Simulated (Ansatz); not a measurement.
# Structure search for Zn₂Si₃N

Method: Ansatz, DFT PBE, scalar-relativistic, plane waves, PAW. All cells share a 420 eV cutoff and Γ-centred k meshes spaced at most about 0.3 Å⁻¹ (about 0.25 or finer for metals, 2π included). No spin polarisation.

Formation energies are uncorrected and refer to the elements' standard structures at the same level (N₂ as a molecule).

Temperature and zero-point effects are left out. The comparison covers the computed candidates alone.

Invented guesses were relaxed alike, and ends that match in structure were merged. ΔE counts from the first row. Coordination counts Si or Zn atoms around N (for each partner element, those within 1.25 times its shortest distance or 1.15 times the sum of covalent radii, where it is the nearest in units of that sum or under 1.3; the shortest distance is added where it is long for a bond). The ends were matched against large subsets of the Crystallography Open Database and the Materials Project, so a missing match doesn't prove that a structure is unreported.

```
#           reached from  type and space group  atoms  Å³/atom    coordination  ΔE (meV/atom)  gap on mesh (eV)  in databases
1  Sn2PbSe3 type (P-3m1)       P-3m1 (No. 164)      6     13.2             N 6              0              0.00      no match
2   Tb2Al3Co type (R-3m)        R-3m (No. 166)      6     13.9  N 6 from 2.2 Å            245              0.00      no match
3            random cell      P4/mmm (No. 123)      6     18.0             N 2            673              0.00      no match
```

The lowest: Space group P-3m1 (No. 164), trigonal, a = 2.793 Å, c = 11.713 Å. Zn has 6 Si at 2.77–2.80 Å and 6 Zn at 2.79 Å; Si on a site of symmetry 3m has 3 N at 2.09 Å and 3 Zn at 2.77 Å; Si on a site of symmetry -3m is surrounded by 6 Si at 2.79 Å and 6 Zn at 2.80 Å; N has 6 Si at 2.09 Å. Its energy over the elements is +0.37 eV/atom. The separate elements lie lower, so it is unstable against them. An observed structure of this formula, if there is one, may be missing.

```xyz
6
Lattice="2.7930 0.0000 0.0000 -1.3965 2.4188 0.0000 0.0000 0.0000 11.7131" Properties=species:S:1:pos:R:3 pbc="T T T"
Zn    0.0000    1.6125    8.1396
Zn    1.3965    0.8063    3.5736
Si    0.0000    1.6125    1.3275
Si    1.3965    0.8063   10.3857
Si    0.0000    0.0000    5.8566
N     0.0000    0.0000    0.0000
```

The second: Space group R-3m (No. 166), trigonal, a = 5.616 Å, c = 9.190 Å. Zn has 1 Zn at 2.33 Å and 3 Si at 2.50 Å; Si has 2 N at 2.23 Å and 2 Zn at 2.50 Å; around N lie 6 Si at 2.23 Å. Counting Si or Zn atoms around N, the first has N 6 and the second has N 6 from 2.2 Å. Cells relaxed within their symmetry can be saddle points.

```
Zn Si N
1.0
     2.80794    1.62117    3.06318
    -2.80794    1.62117    3.06318
     0.00000   -3.24233    3.06318
Zn Si N
2 3 1
Direct
  0.62687 0.62687 0.62687
  0.37313 0.37313 0.37313
  0.00000 0.50000 0.00000
  0.50000 0.00000 0.00000
  0.00000 0.00000 0.50000
  0.00000 0.00000 0.00000
```

Some candidate types were left out of the draw beforehand, so a known form may be missing.

The lowest candidate is best read as a close-packed Zn–Si metal with N in octahedral Si cages, not as a covalent nitride. Its Si–N contacts of 2.09 Å are much longer than those in silicon nitride, where tetrahedral Si and nearly planar, threefold N allow short, strongly polar bonds. Octahedral N suits transition-metal nitrides, whose d states take part in the bonding; Si has no comparable valence d shell, and the filled Zn d shell adds little. This probably explains why even the best cell lies above the elements, although Si–N bonding is normally strongly exothermic. Phase separation into silicon nitride, Zn and Si should be more favourable still, as Zn and Si form no stable binary compound.

Energy rises with volume across all three candidates, which suggests that dense packing partly compensates for the poor directional bonding. The zero gaps say little about the composition's bonding preference: each cell has an odd electron count, so band filling without spin polarisation forces a metal. A larger cell with Si–Si or Zn–Zn pairing could behave differently.
